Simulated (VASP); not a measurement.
Input of a VASP 6.6.1 run:

The input INCAR:

```
ALGO = Fast ; EDIFF = 1E-6
ENCUT = 520 ; GGA = PS
ISIF = 2 ; ISMEAR = 0
LASPH = True ; LCHARG = True
LELF = True ; LREAL = False
LVHAR = True ; LWAVE = False
NBANDS = 11 ; NELM = 80
PREC = Accurate ; SIGMA = 0.1578
```

File KPOINTS:

```
Automatic mesh
0
Gamma
  6 6 6
  0.5 0.5 0.5
```

File POSCAR:

```
HCl
1.0
    0.0000000000      2.7731510000      2.7731510000
    2.7731510000      0.0000000000      2.7731510000
    2.7731510000      2.7731510000      0.0000000000
H Cl
1 1
Direct
    0.0000000000      0.0000000000      0.0000000000
    0.5000000000      0.5000000000      0.5000000000
```

Potentials or basis: VASP PAW PBE potentials, release 64 (H, Cl).

Launch:

```bash
$ cat potpaw_PBE.64/H/POTCAR potpaw_PBE.64/Cl/POTCAR > POTCAR
$ mpirun -np 1 vasp_std > vasp.out
```

(1) What does it give for the band gap on the k mesh?

(2) Estimate the pressure.

Answers

(1) 0.32 eV, indirect (least direct gap 0.59 eV).

(2) -10.1 GPa.

Caveat: the PAW data sets were made with another functional, which shifts forces and pressure a little.
